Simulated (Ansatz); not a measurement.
# Ti2NOS MXene monolayer in a perpendicular field, part 3 of 3

Wanted: the out-of-plane response of the Ti2NOS MXene monolayer. A positive field points along +c.

Ansatz 0.2.0; plane-wave DFT, RPBE-D3(BJ), Ansatz PAW.

So far. Step 8 (Atoms held, field 0.3 V/Å): The dipole is 0.0546 e·Å, 0.0800 e·Å from its value without field.

**9. Response, atoms held (continued)**

Electrons, planar mean, per unit field. Induced electron density against z:

```tsv
z (Å)	induced electron density (e/Å³ per V/Å)
4.5	3.5e-6
5.0	1.2e-5
5.5	4.1e-5
6.0	1.3e-4
6.5	3.7e-4
7.0	9.6e-4
7.5	0.00238
8.0	0.00387
8.5	0.00208
9.0	8.9e-4
9.5	6.4e-4
10.0	-7.0e-4
10.5	7.7e-5
11.0	3.5e-5
11.5	1.1e-4
12.0	-1.0e-4
12.5	-4.2e-4
13.0	1.0e-4
13.5	-0.00116
14.0	-0.00156
14.5	-0.00395
15.0	-0.00243
15.5	-8.6e-4
16.0	-2.8e-4
16.5	-7.9e-5
17.0	-2.1e-5
17.5	-5.1e-6
18.0	-1.3e-6
18.5	-3.0e-7
```

By hand: between -0.05 and 0.05 V/Å the dipole changes by 0.02664 e·Å, a slope of 0.2664 e·Å²/V. A perfect conductor of thickness t has p = ε₀AEt, so t = 180.95 × 0.2664 / 7.471 = 6.45 Å (e/ε₀ = 180.95 V·Å, A in Å²).

The induced dipole is that of a conductor 6.45 Å thick.

**10. Varying the input**

This step: plane-wave DFT, RPBE-D3(BJ), Ansatz PAW (Ansatz 0.2.0).

A run with a changed input: it repeats the earlier run at 0.05 V/Å with scf.mixing.algorithm to msr1, scf.mixing.beta to 0.2, scf.mixing.ndim to 16 and scf.eigensolver.kind to davidson.

input.yaml

```yaml
crystal:
  lattice:
    - [2.9371965275, 0.0, 0.0]
    - [-1.4685982638, 2.5436868088, 0.0]
    - [0.0, 0.0, 22.9328647509]
  atoms:
    - { symbol: S, position: [0.3333333333, 0.6666666667, 0.3924498791] }
    - { symbol: Ti, position: [0.6666666667, 0.3333333333, 0.4622497883] }
    - { symbol: "N", position: [0.0, 0.0, 0.5125185449] }
    - { symbol: Ti, position: [0.3333333333, 0.6666666667, 0.5646286146] }
    - { symbol: O, position: [0.6666666667, 0.3333333333, 0.6075501209] }
kpoints:
  mp_grid: { grid: [18, 18, 1] }
  band_path:
    path: [[0, 0, 0], [0.5, 0, 0], [0.33333333, 0.33333333, 0], [0, 0, 0]]
    npoints: 16
hamiltonian:
  xc: rpbe
  dispersion: d3bj
scf:
  occupations: { method: fermi_dirac, width: 0.05 }
  convergence: { dr2_threshold: 1.0e-10 }
  mixing: { algorithm: msr1, beta: 0.2, ndim: 16 }
  eigensolver: { kind: davidson }
efield:
  axis: 3
  dipole_correction: true
  ramp_position: 0.97
  ramp_width: 0.06
  amplitude: 0.05
output:
  write_potential: true
  write_density: true
  volumetric_format: npy
```

On the command line:

```bash
> ansatz run input.yaml --threads 2 --pin off --max-ram 3072MiB --backend cpu --events-out ev --progress --plain --runs-dir out
```

Numbers of over 12 decimals in the logs are rounded to 6 here.

Output:

```text
[...]
Crystal: 5 atoms, lattice volume = 171.338 Å³
Basis set: ecut = 420 eV, 3293 PW (Γ)
Bands: 26, of which v1, the nominal top of the filled ones, is band 21 counted from 1 (20 counted from 0)
Symmetry: 6 space group operations
[...]
k-points: 37 of 324 (time reversal used)
[...]
SCF iter  15: F=-6883.900817 eV  HF=-6883.900817 eV  |F-HF|=1.00e-11  |Δ(HF+E_count)|=  1.13e-10  Δρ=9.39e-8  dr2=2.83e-11  ethr=2.16e-12  p=-0.012 e·Å  D=-1.27e-2 V/Å  ΔV_dip=0.29 eV  dr2_dipole=1.42e-12  V_vac-E_F(+/−)=6.41/5.07 eV  ⟨swp⟩=4.7  Hψ=2238  notcnv=0
SCF 1 converged in 15 iterations: F = -6883.900817 eV  dr2 = 2.83e-11
[...]
SCF converged after 15 iterations
Free energy (F): -6883.900817 eV
[...]
Internal energy: -6883.886409 eV  (E = F + TS)
E sigma→0 (E₀):  -6883.893613 eV
Entropy (-TS):   -0.014408 eV (-2.882 meV/atom)
Fermi energy:    0.491989 eV
Dipole field:    D = -0.012706 V/Å  (p = -0.012031 e·Å, saw-weighted, corrected)
Work function:   not extracted (applied field tilts the vacuum); planar V_es + V_field profile in the machine report
[...]
--- Band table (eV; the first three rows and the last of 37) ---
  k-point 0: bands = [... 17 lower, -2.1535, 0.6687, 0.6687, 0.8971, 0.8971, 1.0137, 2.1563, 2.1563, ... 1 higher]
  k-point 1: bands = [... 17 lower, -2.0410, 0.2320, 0.4199, 0.8609, 1.1630, 1.3069, 2.1425, 2.1818, ... 1 higher]
  k-point 2: bands = [... 17 lower, -2.0060, -0.3791, 0.1541, 0.6674, 1.4263, 1.6149, 2.1440, 2.3219, ... 1 higher]
  k-point 36: bands = [... 17 lower, -3.4633, -3.2179, -2.3648, 1.6337, 1.6363, 2.3279, 2.7500, 2.9518, ... 1 higher]
```

Run time: 49 s. Hardware: 2 threads of Arm Neoverse N1, shared host; peak memory 0.42 GiB.

Numbers from this step:

* energy at zero smearing: -6883.8936 eV
* dipole along the normal: -0.01203 e·Å

Electronic bands along the path, in eV, zero at the Fermi level:

```tsv
point	band 17	band 18	band 19	band 20	band 21	band 22	band 23	band 24
Γ	-3.34	-2.65	0.18	0.18	0.41	0.41	0.52	1.66
halfway	-3.74	-3.46	-2.20	-0.74	-0.51	1.29	1.53	1.72
M	-4.15	-3.75	-2.58	-1.02	-1.01	1.30	2.06	2.34
halfway	-4.13	-3.67	-3.05	-2.46	0.07	1.68	1.80	2.27
K	-4.15	-3.96	-3.71	-2.86	1.14	1.14	1.84	2.26
halfway	-3.80	-3.36	-2.55	-1.57	0.25	0.65	1.91	2.12
Γ	-3.34	-2.65	0.18	0.18	0.41	0.41	0.52	1.66
```

```tsv
quantity	this run	earlier run	difference
dipole along the normal (e·Å)	-0.01203	-0.01203	-1.3e-6
```

The dipole moves by under 0.5 % or 5e-5 e·Å. The run took 15 SCF cycles against 14.

Of the bands kept, 3 cross the Fermi level on this path.

**11. The same run with other settings**

An input spoilt on purpose, to show how the run answers: it repeats the earlier run at 0.05 V/Å with efield.axis from 3 to 0, and scf.max_iter set to 100.

input.yaml: that of step 10 with these lines changed.

```diff
@@ -22,6 +22,5 @@
   convergence: { dr2_threshold: 1.0e-10 }
-  mixing: { algorithm: msr1, beta: 0.2, ndim: 16 }
-  eigensolver: { kind: davidson }
+  max_iter: 100
 efield:
-  axis: 3
+  axis: 0
   dipole_correction: true
```

Output:

```text
Error: invalid value for `efield.axis`: must be in [1, 3]; got 0
```

The job ended after 0.08 s (2 threads; peak memory 0.05 GiB).

The program refused the input before any cycle.

The program's message: “Error: invalid value for `efield.axis`: must be in [1, 3]; got 0”

The fault put into the input: an axis of 0, outside the range 1 to 3.

**12. Outcome**

| Item | Value |
| --- | --- |
| gap without field | none |
| work function, upper face | 6.05 eV |
| step between the vacuum levels | 0.614 eV |
| equivalent conductor thickness, atoms held | 6.45 Å |

**Reading.** The induced dipole equals that of a perfect conductor 6.45 Å thick, while the outer atoms lie 4.93 Å apart. The two faces differ: the vacuum level above lies 0.61 eV higher than the one below. There is no gap over 0.03 eV, with or without the field. The main runs have no spin polarisation; a magnetic state could lie lower and would change these results. RPBE with D3(BJ) overbinds, and the relaxed cell is some per cent too small. The MXene's terminations sit over the metal atoms of its far layer; the site over carbon or nitrogen, which some compounds prefer, was not run. With this functional, D3(BJ) tends to leave the relaxed cell short of measured lattice constants, by some per cent.

[Logs are printed without paths, hosts, clocks, repeated set-up lines and the standing remarks that a program may print on its own settings, such as how far it seeks lower states.]

[Hosts, paths, dates, database ids (printed as entryN), source tags and the programs' standing remarks are cut or masked in the printed files.]

[Maps of the electrostatic potential energy from Ansatz leave out the sawtooth potential of an applied field or a dipole correction, so their vacuum need not be flat; planar profiles and work functions include it.]
